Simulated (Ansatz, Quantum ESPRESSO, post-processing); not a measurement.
# Band line-up of the GaAs/MgS(110) superlattice, 5 + 5 layers, a = 5.61 Å, part 6 of 7

Wanted: the band alignment of the GaAs/MgS(110) superlattice, 5 + 5 layers, a = 5.61 Å.

Quantum ESPRESSO 7.5; plane-wave DFT, LDA, GBRV ultrasoft pseudopotentials; cross-check by Ansatz 0.2.0 with PAW datasets.

So far. Step 10 (Macroscopic average of bulk MgS): In a crystal the running mean should be flat; that of average.x keeps a ripple of 0.24 eV. The line-up therefore uses an exact Fourier window on the same potential. Step 11 (Self-consistent run of the superlattice): The run needed 20 iterations to bring the estimated error under 1e-07 Ry; the largest force on any atom, held or free, is 0.70 eV/Å.

### Step 14. Projected density of states

projwfc.x splits the states by atom and orbital; the spilling says how much the atomic basis misses.

Contents of pdos.in:

```
&projwfc
  prefix = 'ab'
  outdir = './out'
  filpdos = 'pdos'
  Emin = 3.489
  Emax = 10.489
  DeltaE = 0.05
  ngauss = 0
  degauss = 0.006
/
```

Run with:

```console
$ OMP_NUM_THREADS=1 mpirun -n 4 projwfc.x -in pdos.in > pdos.out
```

Numbers of over 12 decimals in the logs are rounded to 6 here.

Output:

```text
[banner, memory and clock lines left out]
Program PROJWFC v.7.5 starts

          URL

     ./out/ab.save/

     IMPORTANT: XC functional enforced from input :
     Exchange-correlation= PZ
                           (   1   1   0   0   0   0   0)
     Any further DFT definition will be discarded
     Please, verify this is what you really want

     Gaussian broadening (read from input): ngauss,degauss=   0    0.006000

     Calling projwave ....
     one sub-group per band group will be used

     linear algebra parallelized on   4 procs

  Problem Sizes
  natomwfc =          125
  nx       =           63
  nbnd     =          120
  nkstot   =           20
  npwx     =         3226
  nkb      =          365

     Atomic states used for projection
     (read from pseudopotential files):

     state #   1: atom   1 (Ga ), wfc  1 (l=1 m= 1)
     state #   2: atom   1 (Ga ), wfc  1 (l=1 m= 2)
     state #   3: atom   1 (Ga ), wfc  1 (l=1 m= 3)
     state #   4: atom   1 (Ga ), wfc  2 (l=2 m= 1)
     state #   5: atom   1 (Ga ), wfc  2 (l=2 m= 2)
     state #   6: atom   1 (Ga ), wfc  2 (l=2 m= 3)
     state #   7: atom   1 (Ga ), wfc  2 (l=2 m= 4)
     state #   8: atom   1 (Ga ), wfc  2 (l=2 m= 5)
     state #   9: atom   1 (Ga ), wfc  3 (l=0 m= 1)
     state #  10: atom   1 (Ga ), wfc  4 (l=1 m= 1)
     state #  11: atom   1 (Ga ), wfc  4 (l=1 m= 2)
     state #  12: atom   1 (Ga ), wfc  4 (l=1 m= 3)
     state #  13: atom   2 (As ), wfc  1 (l=0 m= 1)
     state #  14: atom   2 (As ), wfc  2 (l=1 m= 1)
     state #  15: atom   2 (As ), wfc  2 (l=1 m= 2)
     state #  16: atom   2 (As ), wfc  2 (l=1 m= 3)
     state #  17: atom   3 (Ga ), wfc  1 (l=1 m= 1)
     state #  18: atom   3 (Ga ), wfc  1 (l=1 m= 2)
     state #  19: atom   3 (Ga ), wfc  1 (l=1 m= 3)
     state #  20: atom   3 (Ga ), wfc  2 (l=2 m= 1)
     state #  21: atom   3 (Ga ), wfc  2 (l=2 m= 2)
     state #  22: atom   3 (Ga ), wfc  2 (l=2 m= 3)
     state #  23: atom   3 (Ga ), wfc  2 (l=2 m= 4)
     state #  24: atom   3 (Ga ), wfc  2 (l=2 m= 5)
     state #  25: atom   3 (Ga ), wfc  3 (l=0 m= 1)
     state #  26: atom   3 (Ga ), wfc  4 (l=1 m= 1)
     state #  27: atom   3 (Ga ), wfc  4 (l=1 m= 2)
     state #  28: atom   3 (Ga ), wfc  4 (l=1 m= 3)
     state #  29: atom   4 (As ), wfc  1 (l=0 m= 1)
     state #  30: atom   4 (As ), wfc  2 (l=1 m= 1)
     state #  31: atom   4 (As ), wfc  2 (l=1 m= 2)
     state #  32: atom   4 (As ), wfc  2 (l=1 m= 3)
     state #  33: atom   5 (Ga ), wfc  1 (l=1 m= 1)
     state #  34: atom   5 (Ga ), wfc  1 (l=1 m= 2)
     state #  35: atom   5 (Ga ), wfc  1 (l=1 m= 3)
     state #  36: atom   5 (Ga ), wfc  2 (l=2 m= 1)
     state #  37: atom   5 (Ga ), wfc  2 (l=2 m= 2)
     state #  38: atom   5 (Ga ), wfc  2 (l=2 m= 3)
     state #  39: atom   5 (Ga ), wfc  2 (l=2 m= 4)
     state #  40: atom   5 (Ga ), wfc  2 (l=2 m= 5)
     state #  41: atom   5 (Ga ), wfc  3 (l=0 m= 1)
     state #  42: atom   5 (Ga ), wfc  4 (l=1 m= 1)
     state #  43: atom   5 (Ga ), wfc  4 (l=1 m= 2)
     state #  44: atom   5 (Ga ), wfc  4 (l=1 m= 3)
     state #  45: atom   6 (As ), wfc  1 (l=0 m= 1)
     state #  46: atom   6 (As ), wfc  2 (l=1 m= 1)
     state #  47: atom   6 (As ), wfc  2 (l=1 m= 2)
     state #  48: atom   6 (As ), wfc  2 (l=1 m= 3)
     state #  49: atom   7 (Ga ), wfc  1 (l=1 m= 1)
     state #  50: atom   7 (Ga ), wfc  1 (l=1 m= 2)
     state #  51: atom   7 (Ga ), wfc  1 (l=1 m= 3)
     state #  52: atom   7 (Ga ), wfc  2 (l=2 m= 1)
     state #  53: atom   7 (Ga ), wfc  2 (l=2 m= 2)
     state #  54: atom   7 (Ga ), wfc  2 (l=2 m= 3)
     state #  55: atom   7 (Ga ), wfc  2 (l=2 m= 4)
     state #  56: atom   7 (Ga ), wfc  2 (l=2 m= 5)
     state #  57: atom   7 (Ga ), wfc  3 (l=0 m= 1)
     state #  58: atom   7 (Ga ), wfc  4 (l=1 m= 1)
     state #  59: atom   7 (Ga ), wfc  4 (l=1 m= 2)
     state #  60: atom   7 (Ga ), wfc  4 (l=1 m= 3)
     state #  61: atom   8 (As ), wfc  1 (l=0 m= 1)
     state #  62: atom   8 (As ), wfc  2 (l=1 m= 1)
     state #  63: atom   8 (As ), wfc  2 (l=1 m= 2)
     state #  64: atom   8 (As ), wfc  2 (l=1 m= 3)
     state #  65: atom   9 (Ga ), wfc  1 (l=1 m= 1)
     state #  66: atom   9 (Ga ), wfc  1 (l=1 m= 2)
     state #  67: atom   9 (Ga ), wfc  1 (l=1 m= 3)
     state #  68: atom   9 (Ga ), wfc  2 (l=2 m= 1)
     state #  69: atom   9 (Ga ), wfc  2 (l=2 m= 2)
     state #  70: atom   9 (Ga ), wfc  2 (l=2 m= 3)
     state #  71: atom   9 (Ga ), wfc  2 (l=2 m= 4)
     state #  72: atom   9 (Ga ), wfc  2 (l=2 m= 5)
     state #  73: atom   9 (Ga ), wfc  3 (l=0 m= 1)
     state #  74: atom   9 (Ga ), wfc  4 (l=1 m= 1)
     state #  75: atom   9 (Ga ), wfc  4 (l=1 m= 2)
     state #  76: atom   9 (Ga ), wfc  4 (l=1 m= 3)
     state #  77: atom  10 (As ), wfc  1 (l=0 m= 1)
     state #  78: atom  10 (As ), wfc  2 (l=1 m= 1)
     state #  79: atom  10 (As ), wfc  2 (l=1 m= 2)
     state #  80: atom  10 (As ), wfc  2 (l=1 m= 3)
     state #  81: atom  11 (Mg ), wfc  1 (l=0 m= 1)
     state #  82: atom  11 (Mg ), wfc  2 (l=1 m= 1)
     state #  83: atom  11 (Mg ), wfc  2 (l=1 m= 2)
     state #  84: atom  11 (Mg ), wfc  2 (l=1 m= 3)
     state #  85: atom  11 (Mg ), wfc  3 (l=0 m= 1)
     state #  86: atom  12 (S  ), wfc  1 (l=0 m= 1)
     state #  87: atom  12 (S  ), wfc  2 (l=1 m= 1)
     state #  88: atom  12 (S  ), wfc  2 (l=1 m= 2)
     state #  89: atom  12 (S  ), wfc  2 (l=1 m= 3)
     state #  90: atom  13 (Mg ), wfc  1 (l=0 m= 1)
     state #  91: atom  13 (Mg ), wfc  2 (l=1 m= 1)
     state #  92: atom  13 (Mg ), wfc  2 (l=1 m= 2)
     state #  93: atom  13 (Mg ), wfc  2 (l=1 m= 3)
     state #  94: atom  13 (Mg ), wfc  3 (l=0 m= 1)
     state #  95: atom  14 (S  ), wfc  1 (l=0 m= 1)
     state #  96: atom  14 (S  ), wfc  2 (l=1 m= 1)
     state #  97: atom  14 (S  ), wfc  2 (l=1 m= 2)
     state #  98: atom  14 (S  ), wfc  2 (l=1 m= 3)
     state #  99: atom  15 (Mg ), wfc  1 (l=0 m= 1)
     state # 100: atom  15 (Mg ), wfc  2 (l=1 m= 1)
     state # 101: atom  15 (Mg ), wfc  2 (l=1 m= 2)
     state # 102: atom  15 (Mg ), wfc  2 (l=1 m= 3)
     state # 103: atom  15 (Mg ), wfc  3 (l=0 m= 1)
     state # 104: atom  16 (S  ), wfc  1 (l=0 m= 1)
     state # 105: atom  16 (S  ), wfc  2 (l=1 m= 1)
     state # 106: atom  16 (S  ), wfc  2 (l=1 m= 2)
     state # 107: atom  16 (S  ), wfc  2 (l=1 m= 3)
     state # 108: atom  17 (Mg ), wfc  1 (l=0 m= 1)
     state # 109: atom  17 (Mg ), wfc  2 (l=1 m= 1)
     state # 110: atom  17 (Mg ), wfc  2 (l=1 m= 2)
     state # 111: atom  17 (Mg ), wfc  2 (l=1 m= 3)
     state # 112: atom  17 (Mg ), wfc  3 (l=0 m= 1)
     state # 113: atom  18 (S  ), wfc  1 (l=0 m= 1)
     state # 114: atom  18 (S  ), wfc  2 (l=1 m= 1)
     state # 115: atom  18 (S  ), wfc  2 (l=1 m= 2)
     state # 116: atom  18 (S  ), wfc  2 (l=1 m= 3)
     state # 117: atom  19 (Mg ), wfc  1 (l=0 m= 1)
     state # 118: atom  19 (Mg ), wfc  2 (l=1 m= 1)
     state # 119: atom  19 (Mg ), wfc  2 (l=1 m= 2)
     state # 120: atom  19 (Mg ), wfc  2 (l=1 m= 3)
     state # 121: atom  19 (Mg ), wfc  3 (l=0 m= 1)
     state # 122: atom  20 (S  ), wfc  1 (l=0 m= 1)
     state # 123: atom  20 (S  ), wfc  2 (l=1 m= 1)
     state # 124: atom  20 (S  ), wfc  2 (l=1 m= 2)
     state # 125: atom  20 (S  ), wfc  2 (l=1 m= 3)

[... projections of each state ...]
Lowdin Charges:

     Atom #   1: total charge =  18.8853, s =  1.0723,
     Atom #   1: total charge =  18.8853, p =  7.8216, pz=  2.5651, px=  2.6043, py=  2.6522,
     Atom #   1: total charge =  18.8853, d =  9.9914, dz2=  1.9981, dxz=  1.9980, dyz=  1.9991, dx2-y2=  1.9986, dxy=  1.9976,
     Atom #   2: total charge =   5.4235, s =  1.5638,
     Atom #   2: total charge =   5.4235, p =  3.8597, pz=  1.4093, px=  1.2807, py=  1.1697,
     Atom #   2: total charge =   5.4235, d =  0.0000, dz2=  0.0000, dxz=  0.0000, dyz=  0.0000, dx2-y2=  0.0000, dxy=  0.0000,
     Atom #   3: total charge =  18.9611, s =  1.0569,
     Atom #   3: total charge =  18.9611, p =  7.9147, pz=  2.6385, px=  2.6373, py=  2.6390,
     Atom #   3: total charge =  18.9611, d =  9.9896, dz2=  1.9978, dxz=  1.9974, dyz=  1.9987, dx2-y2=  1.9984, dxy=  1.9973,
     Atom #   4: total charge =   5.0125, s =  1.4944,
     Atom #   4: total charge =   5.0125, p =  3.5181, pz=  1.1723, px=  1.1740, py=  1.1718,
     Atom #   4: total charge =   5.0125, d =  0.0000, dz2=  0.0000, dxz=  0.0000, dyz=  0.0000, dx2-y2=  0.0000, dxy=  0.0000,
     Atom #   5: total charge =  18.9565, s =  1.0596,
     Atom #   5: total charge =  18.9565, p =  7.9074, pz=  2.6328, px=  2.6310, py=  2.6436,
     Atom #   5: total charge =  18.9565, d =  9.9895, dz2=  1.9977, dxz=  1.9974, dyz=  1.9987, dx2-y2=  1.9984, dxy=  1.9973,
     Atom #   6: total charge =   5.0147, s =  1.4933,
     Atom #   6: total charge =   5.0147, p =  3.5214, pz=  1.1837, px=  1.1711, py=  1.1667,
     Atom #   6: total charge =   5.0147, d =  0.0000, dz2=  0.0000, dxz=  0.0000, dyz=  0.0000, dx2-y2=  0.0000, dxy=  0.0000,
     Atom #   7: total charge =  18.9611, s =  1.0568,
     Atom #   7: total charge =  18.9611, p =  7.9146, pz=  2.6384, px=  2.6372, py=  2.6390,
     Atom #   7: total charge =  18.9611, d =  9.9896, dz2=  1.9978, dxz=  1.9974, dyz=  1.9987, dx2-y2=  1.9984, dxy=  1.9973,
     Atom #   8: total charge =   5.0124, s =  1.4944,
     Atom #   8: total charge =   5.0124, p =  3.5180, pz=  1.1723, px=  1.1740, py=  1.1717,
     Atom #   8: total charge =   5.0124, d =  0.0000, dz2=  0.0000, dxz=  0.0000, dyz=  0.0000, dx2-y2=  0.0000, dxy=  0.0000,
     Atom #   9: total charge =  18.8854, s =  1.0723,
     Atom #   9: total charge =  18.8854, p =  7.8216, pz=  2.5651, px=  2.6043, py=  2.6522,
     Atom #   9: total charge =  18.8854, d =  9.9914, dz2=  1.9981, dxz=  1.9980, dyz=  1.9991, dx2-y2=  1.9986, dxy=  1.9976,
     Atom #  10: total charge =   5.4234, s =  1.5638,
     Atom #  10: total charge =   5.4234, p =  3.8597, pz=  1.4093, px=  1.2807, py=  1.1697,
     Atom #  10: total charge =   5.4234, d =  0.0000, dz2=  0.0000, dxz=  0.0000, dyz=  0.0000, dx2-y2=  0.0000, dxy=  0.0000,
     Atom #  11: total charge =   8.6163, s =  2.6171,
     Atom #  11: total charge =   8.6163, p =  5.9992, pz=  1.9997, px=  1.9998, py=  1.9998,
     Atom #  11: total charge =   8.6163, d =  0.0000, dz2=  0.0000, dxz=  0.0000, dyz=  0.0000, dx2-y2=  0.0000, dxy=  0.0000,
     Atom #  12: total charge =   6.9242, s =  1.7943,
     Atom #  12: total charge =   6.9242, p =  5.1299, pz=  1.6207, px=  1.7107, py=  1.7985,
     Atom #  12: total charge =   6.9242, d =  0.0000, dz2=  0.0000, dxz=  0.0000, dyz=  0.0000, dx2-y2=  0.0000, dxy=  0.0000,
     Atom #  13: total charge =   8.6046, s =  2.6049,
     Atom #  13: total charge =   8.6046, p =  5.9996, pz=  1.9999, px=  1.9999, py=  1.9999,
     Atom #  13: total charge =   8.6046, d =  0.0000, dz2=  0.0000, dxz=  0.0000, dyz=  0.0000, dx2-y2=  0.0000, dxy=  0.0000,
     Atom #  14: total charge =   7.2601, s =  1.8438,
     Atom #  14: total charge =   7.2601, p =  5.4163, pz=  1.8101, px=  1.8021, py=  1.8041,
     Atom #  14: total charge =   7.2601, d =  0.0000, dz2=  0.0000, dxz=  0.0000, dyz=  0.0000, dx2-y2=  0.0000, dxy=  0.0000,
     Atom #  15: total charge =   8.6068, s =  2.6072,
     Atom #  15: total charge =   8.6068, p =  5.9996, pz=  1.9999, px=  1.9999, py=  1.9999,
     Atom #  15: total charge =   8.6068, d =  0.0000, dz2=  0.0000, dxz=  0.0000, dyz=  0.0000, dx2-y2=  0.0000, dxy=  0.0000,
     Atom #  16: total charge =   7.2598, s =  1.8428,
     Atom #  16: total charge =   7.2598, p =  5.4170, pz=  1.8041, px=  1.8065, py=  1.8064,
     Atom #  16: total charge =   7.2598, d =  0.0000, dz2=  0.0000, dxz=  0.0000, dyz=  0.0000, dx2-y2=  0.0000, dxy=  0.0000,
     Atom #  17: total charge =   8.6046, s =  2.6049,
     Atom #  17: total charge =   8.6046, p =  5.9996, pz=  1.9999, px=  1.9999, py=  1.9999,
     Atom #  17: total charge =   8.6046, d =  0.0000, dz2=  0.0000, dxz=  0.0000, dyz=  0.0000, dx2-y2=  0.0000, dxy=  0.0000,
     Atom #  18: total charge =   7.2601, s =  1.8438,
     Atom #  18: total charge =   7.2601, p =  5.4163, pz=  1.8101, px=  1.8021, py=  1.8041,
     Atom #  18: total charge =   7.2601, d =  0.0000, dz2=  0.0000, dxz=  0.0000, dyz=  0.0000, dx2-y2=  0.0000, dxy=  0.0000,
     Atom #  19: total charge =   8.6163, s =  2.6171,
     Atom #  19: total charge =   8.6163, p =  5.9992, pz=  1.9997, px=  1.9998, py=  1.9998,
     Atom #  19: total charge =   8.6163, d =  0.0000, dz2=  0.0000, dxz=  0.0000, dyz=  0.0000, dx2-y2=  0.0000, dxy=  0.0000,
     Atom #  20: total charge =   6.9242, s =  1.7943,
     Atom #  20: total charge =   6.9242, p =  5.1299, pz=  1.6207, px=  1.7107, py=  1.7985,
     Atom #  20: total charge =   6.9242, d =  0.0000, dz2=  0.0000, dxz=  0.0000, dyz=  0.0000, dx2-y2=  0.0000, dxy=  0.0000,
     Spilling Parameter:   0.0039
```

Run time: 6.7 s. Hardware: 4 MPI ranks of Intel Xeon 6975P-C (Granite Rapids), shared host; peak memory 0.42 GiB.

Read from the output:

```
spilling of the projection : 0.0039
```

The density of states has structure finer than the step of the table below, so its rows give means over 0.25 eV, whole bins alone (the curve runs from -3.00 to 3.10 eV). Peaks (eV: height): -2.950: 22.6, -2.100: 14.6, -1.450: 8.79, 2.300: 11.3, 2.800: 16.

Gaussian width 0.006 Ry; cut where the computed bands begin to run out. Table of density of states by energy, zero at the Fermi level; means over each step:

```tsv
energy (eV)	density of states (states/eV a cell)
-2.75	15.5
-2.50	10.6
-2.25	8.35
-2.00	10.3
-1.75	5.80
-1.50	7.12
-1.25	4.79
-1.00	3.87
-0.75	1.54
-0.50	0.173
-0.25	0.0489
0.00	0
0.25	0.0488
0.50	0.121
0.75	0.291
1.00	2.24
1.25	4.70
1.50	6.11
1.75	8.89
2.00	9.33
2.25	10.1
2.50	8.31
2.75	12.9
```

Projected DOS an atom over height of the atomic layer and energy from the Fermi level. Columns are the atomic layers from the bottom up.

Ten even steps from '0' (0.00 states/eV) to '9' (1.65 states/eV), each cell a mean:
```
2222211111
3333311111
3333300000
4333400000
4333400000
3222300000
2121200000
1111100000
0000000000
0000000000
0000000000
0000000000
0000000000
0000000000
1111100000
2222200000
4242400000
3333300000
7545710001
3323310001
4444423332
3454348984
```
Columns: height of the atomic layer (Å) from 0 to 17.9; rows upwards: energy from the Fermi level (eV) from -3.00 to 3.10.

Löwdin valence electrons by atom:

```tsv
atom	Löwdin valence electrons (e)
Ga1	18.9
As2	5.4
Ga3	19.0
As4	5.0
Ga5	19.0
As6	5.0
Ga7	19.0
As8	5.0
Ga9	18.9
As10	5.4
Mg11	8.6
S12	6.9
Mg13	8.6
S14	7.3
Mg15	8.6
S16	7.3
Mg17	8.6
S18	7.3
Mg19	8.6
S20	6.9
```

The atomic orbitals miss 0.4 % of the occupied states; for empty states the projections can miss much more.

### Step 15. The line-up

Each edge is taken over its own crystal's mean potential and then placed on the mean potential of those layers in the superlattice:

```tsv
crystal	valence top − mean (eV)	conduction bottom − mean (eV)	mean in the superlattice (eV)
GaAs	-2.458	-1.994	8.659
MgS	1.477	4.797	2.598
```

Valence offset = (1.477 + 2.598) − (-2.458 + 8.659) = -2.126 eV; conduction offset = 0.731 eV.

### Step 16. The same in Ansatz of bulk GaAs

As a check, the same structure is run in Ansatz.

Level of this step: plane-wave DFT, LDA, Ansatz PAW (Ansatz 0.2.0).

Contents of input.yaml:

```yaml
crystal:
  lattice:
    - [5.61, 0.0, 0.0]
    - [0.0, 3.9668690425, 0.0]
    - [0.0, 0.0, 3.9668690425]
  atoms:
    - { symbol: Ga, position: [0.0, 0.0, 0.0] }
    - { symbol: As, position: [0.25, 0.5, 0.0] }
    - { symbol: Ga, position: [0.5, 0.5, 0.5] }
    - { symbol: As, position: [0.75, 0.0, 0.5] }
kpoints:
  mp_grid: { grid: [6, 8, 8] }
hamiltonian:
  xc: lda
scf:
  occupations: { method: fermi_dirac, width: 0.02 }
  convergence: { dr2_threshold: 1.0e-08 }
output:
  eigenvalues: true
checkpoint:
  write: az.a.run
  compress: false
  write_wavefunctions: false
```

Run with:

```console
$ ansatz run input.yaml --threads 4 --pin off --max-ram 8192MiB --backend cpu --events-out ev --progress --plain --runs-dir out
```

Output:

```text
[...]
Crystal: 4 atoms, lattice volume = 88.279 Å³
Basis set: ecut = 420 eV, 1715 PW (Γ)
Bands: 34, of which v1, the nominal top of the filled ones, is band 28 counted from 1 (27 counted from 0)
Symmetry: 16 space group operations
[...]
k-points: 60 of 384 (time reversal used)
[...]
SCF iter   1: F=—  HF=-16962.598141 eV  |F-HF|=—  |Δ(HF+E_count)|=         —  Δρ=5.16e-3  dr2=1.52e-2  ethr=1.77e-3  ⟨swp⟩=6.1  Hψ=7497  notcnv=0
[...]
SCF iter   3: F=—  HF=-16962.591657 eV  |F-HF|=—  |Δ(HF+E_count)|=   4.22e-4  Δρ=6.15e-4  dr2=3.13e-4  ethr=7.01e-6  ⟨swp⟩=2.0  Hψ=2671  notcnv=0  defer=47
automatic band count: iteration 3 solves 33 bands in place of 34: the levels show a gap, and the empty bands left out lie too high to hold charge; the band table lists the bands solved (type scf.n_extra_bands for more)
SCF iter   4: F=—  HF=-16962.591545 eV  |F-HF|=—  |Δ(HF+E_count)|=   1.11e-4  Δρ=2.45e-4  dr2=5.43e-5  ethr=5.59e-7  ⟨swp⟩=2.5  Hψ=3342  notcnv=0  defer=47
[...]
SCF iter   8: F=-16962.591535 eV  HF=-16962.591535 eV  |F-HF|=5.78e-10  |Δ(HF+E_count)|=   1.04e-8  Δρ=8.59e-7  dr2=4.32e-10  ethr=1.79e-11  ⟨swp⟩=5.7  Hψ=5941  notcnv=0
SCF 1 converged in 8 iterations: F = -16962.591535 eV  dr2 = 4.32e-10
[...]
SCF converged after 8 iterations
Free energy (F): -16962.591535 eV
[...]
Internal energy: -16962.591535 eV  (E = F + TS)
E sigma→0 (E₀):  -16962.591535 eV
Entropy (-TS):   -0.000000 eV (-0.000 meV/atom)
Fermi energy:    8.430340 eV
[...]
--- Band table (eV; the first three rows and the last of 60) ---
  k-point 0: bands = [... 24 lower, 5.4231, 8.1889, 8.1895, 8.1895, 8.6484, 9.4978, 9.7354, 11.8832, ... 1 higher]
  k-point 1: bands = [... 24 lower, 5.5344, 6.6561, 7.7665, 8.1245, 9.7094, 9.7715, 10.6638, 11.9010, ... 1 higher]
  k-point 2: bands = [... 24 lower, 4.9720, 5.8554, 6.7652, 7.9009, 10.0321, 10.4585, 12.2067, 12.3687, ... 1 higher]
  k-point 59: bands = [... 24 lower, 4.5239, 4.5239, 4.7141, 4.7141, 12.8339, 12.8339, 12.8403, 12.8403, ... 1 higher]
```

Elapsed: 3.2 s, on 4 threads; peak memory 0.45 GiB.

Read from the output:

- free energy: -16962.5915 eV
- Fermi energy: 8.430 eV
- gap by band count: 0.4589 eV
- symmetry operations: 16

### Step 17. Cross-check with Ansatz of bulk MgS

input.yaml, the sections that differ from step 16:

```yaml
crystal:
  lattice:
    - [5.61, 0.0, 0.0]
    - [0.0, 3.9668690425, 0.0]
    - [0.0, 0.0, 3.9668690425]
  atoms:
    - { symbol: Mg, position: [0.0, 0.0, 0.0] }
    - { symbol: S, position: [0.25, 0.5, 0.0] }
    - { symbol: Mg, position: [0.5, 0.5, 0.5] }
    - { symbol: S, position: [0.75, 0.0, 0.5] }
checkpoint:
  write: az.b.run
  compress: false
  write_wavefunctions: false
# kpoints, hamiltonian, scf, output: as in step 16
```

Output:

```text
[...]
Crystal: 4 atoms, lattice volume = 88.279 Å³
Basis set: ecut = 420 eV, 1715 PW (Γ)
Bands: 20, of which v1, the nominal top of the filled ones, is band 16 counted from 1 (15 counted from 0)
Symmetry: 16 space group operations
[...]
k-points: 60 of 384 (time reversal used)
[...]
SCF iter   1: F=—  HF=-5548.024483 eV  |F-HF|=—  |Δ(HF+E_count)|=         —  Δρ=6.10e-3  dr2=2.39e-2  ethr=1.77e-3  ⟨swp⟩=6.2  Hψ=6159  notcnv=0
[...]
SCF iter   7: F=-5548.008535 eV  HF=-5548.008535 eV  |F-HF|=1.24e-9  |Δ(HF+E_count)|=   9.82e-9  Δρ=1.56e-6  dr2=2.37e-9  ethr=3.13e-11  ⟨swp⟩=3.0  Hψ=2864  notcnv=0
SCF 1 converged in 7 iterations: F = -5548.008535 eV  dr2 = 2.37e-9
[...]
SCF converged after 7 iterations
Free energy (F): -5548.008535 eV
[...]
Internal energy: -5548.008535 eV  (E = F + TS)
E sigma→0 (E₀):  -5548.008535 eV
Fermi energy:    4.831110 eV
[...]
--- Band table (eV; the first three rows and the last of 60) ---
  k-point 0: bands = [... 12 lower, 2.0648, 3.1512, 3.1512, 3.1512, 6.4726, 6.7861, 8.6060, 10.9607]
  k-point 1: bands = [... 12 lower, 2.1258, 2.6651, 3.0456, 3.1422, 6.9795, 7.1219, 9.0048, 10.7800]
  k-point 2: bands = [... 12 lower, 1.7751, 2.2959, 2.7313, 3.0986, 7.7678, 7.9380, 10.0037, 10.5059]
  k-point 59: bands = [... 12 lower, 1.2006, 1.2006, 1.7366, 1.7366, 8.5096, 8.5096, 11.0400, 11.0400]
```

The job ended after 1.9 s (4 threads; peak memory 0.44 GiB; 6.6 s of CPU time).

Numbers from this step:

* free energy: -5548.0085 eV
* Fermi energy: 4.831 eV
* gap by band count: 3.321 eV

### Step 18. Offsets by Ansatz's align-bands

Level of this step: band offsets by ansatz align-bands; plane-wave DFT, LDA, Ansatz PAW (Ansatz 0.2.0).

Contents of align.yaml:

```yaml
offset:
  left:
    bulk: { run: az.a.run }
    window: [1.983434521228, 5.950303563685]
    period: 3.966869042457
  right:
    bulk: { run: az.b.run }
    window: [11.90060712737, 15.86747616983]
    period: 3.966869042457
  interface: { run: relax.run, axis: 3 }
```

Run with:

```console
$ ansatz align-bands align.yaml -- --threads 4 --pin off
```

Output:

```text
Error: offset.left.bulk (az.a.run): the run's report holds no band edges: run a crystal with a gap at scf.occupations.method: fixed (a smearing can hide a gap that it is not narrow beside), with an empty band (scf.n_extra_bands) and scf.self_checks: high or output.eigenvalues: true, and of a metal say metal: true
```

Run time: 0.07 s. Hardware: 4 threads.

The program refused the input before any cycle.

The program's message: “Error: offset.left.bulk (az.a.run): the run's report holds no band edges: run a crystal with a gap at scf.occupations.method: fixed (a smearing can hide a gap that it is not narrow beside), with an em …”

[end of part 6 of 7]

[Logs are printed without paths, hosts, clocks, repeated set-up lines and the standing remarks that a program may print on its own settings, such as how far it seeks lower states.]

[Hosts, paths, dates, database ids (printed as entryN), source tags and the programs' standing remarks are cut or masked in the printed files.]

[Maps of the electrostatic potential energy from Ansatz leave out the sawtooth potential of an applied field or a dipole correction, so their vacuum need not be flat; planar profiles and work functions include it.]
